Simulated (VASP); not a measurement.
The system is ZnO (zincite).

```
Zn O
1.0
     3.24931    0.00000    0.00000
    -1.62465    2.81398    0.00000
     0.00000    0.00000    5.20571
Zn O
2 2
Direct
  0.66667 0.33333 0.00000
  0.33333 0.66667 0.50000
  0.33333 0.66667 0.87901
  0.66667 0.33333 0.37901
```

```yaml
Program: VASP 6.6.1
Task: single point
Functional: PBE
Potentials_or_basis: VASP PAW PBE potentials, release 64 (Zn, O)
Cutoff: 520 eV
k_mesh: 9 × 9 × 5
Occupations: fermi-dirac, width 0.05 eV
Spin: no spin polarisation
```

On this cell: pressure 6.0 GPa; largest force 0.074 eV/Å; band gap on the k mesh 0.79 eV, direct.

The same run follows on a disturbed copy (atoms moved at random, drawn with an rms of 0.05 Å):

```
CELL_PARAMETERS angstrom
3.24931 0.00000 0.00000
-1.62465 2.81398 0.00000
0.00000 0.00000 5.20571
ATOMIC_POSITIONS crystal
Zn 0.66956 0.34131 0.99236
Zn 0.31933 0.65159 0.51416
O 0.33169 0.67654 0.88788
O 0.68061 0.33513 0.38486
```

Task: What does the disturbed cell give?

Result: The energy moves by +19.3 meV/atom; pressure 6.5 GPa; largest force 1.035 eV/Å; band gap on the k mesh 0.75 eV, direct.

Forces in eV/Å, atoms in the order of the input:
```
Zn  -0.156  0.017  0.893
Zn   0.530  0.360 -0.813
O    0.218 -0.043  0.065
O   -0.592 -0.334 -0.145
```

Stress tensor (GPa, compression positive):
```
7.51 2.37 0.88
2.37 5.73 0.95
0.88 0.95 6.23
```

